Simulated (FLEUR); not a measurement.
# Calculated records

**Magnetic state of MnS (Rambergite) from several starts**

It takes space group P6_3mc (No. 186, hexagonal). Conventional cell: a = 3.976 Å, b = 3.976 Å, c = 6.432 Å, α = 90.00°, β = 90.00°, γ = 120.00°. Nearest to Mn lie 4 S at 2.41 to 2.48 Å. Nearest to S lie 4 Mn at 2.41 to 2.48 Å. Farther neighbours and most contacts between anions are not listed.

```xyz
8
Lattice="3.9760 0.0000 0.0000 -3.9760 6.8866 0.0000 0.0000 0.0000 6.4320" Properties=species:S:1:pos:R:3 pbc="T T T"
Mn    0.0000    2.2955    0.0000
Mn   -1.9880    5.7389    0.0000
Mn    1.9880    1.1478    3.2160
Mn    0.0000    4.5911    3.2160
S     0.0000    2.2955    2.4763
S    -1.9880    5.7389    2.4763
S     1.9880    1.1478    5.6923
S     0.0000    4.5911    5.6923
```

- method: PBE with U = 4 eV on Mn d; all-electron FLAPW, Dirac cores, scalar-relativistic bands
- program: FLEUR MaX-R8.1
- settings of one run: kmax 4.29 1/bohr, gmax 12.9 1/bohr, muffin tin radii Mn: 2.69, S: 1.75 bohr, lmax Mn: [10, 8], S: [6, 4], hist occupations, smearing width 0.05 eV, mixer Anderson, mixing 0.05, max iterations 120, stop 0.0001 me/bohr³, collinear spin, 8×4×4 k-mesh, double counting FLL, mesh matched on, starting moments 4.5 -4.5 -4.5 4.5 0 0 0 0 μB
- cost: 6 runs, 51 min in all on 4 MPI ranks of Intel Xeon 6975P-C (Granite Rapids), shared host (the runs of this entry)
- notes: The database entry behind the starting cell differs from later determinations by our own check (about 0.3 % short against later determinations). Only 6 starts were tried; other patterns of signs, canted and longer-period orders were not.
- lowest state found: antiferromagnetic (initial antiferro q=(0,1/2,0) +--+)
- largest site spin moment: 4.62 μB
- next finished state: antiferromagnetic, 17.3 meV a seeded atom higher
- spinless run over the lowest (under a U no clean measure of the moments): 4383 meV a seeded atom

The lowest state found is antiferromagnetic, reached from the start antiferro q=(0,1/2,0) +--+, with moments up to 4.62 μB. The next finished state costs 17 meV a seeded atom.

[Logs and program files are shortened in this print: banners, set-up blocks, solver, clock and traceback lines can be left out without a mark of their own.]

[Logs are printed without paths, hosts, clocks, repeated set-up lines and the standing remarks that a program may print on its own settings, such as how far it seeks lower states.]

[Hosts, paths, dates, database ids (printed as entryN), source tags and the programs' standing remarks are cut or masked in the printed files.]

[Where a cell is said to come from a database of computed structures, the database is the Materials Project.]
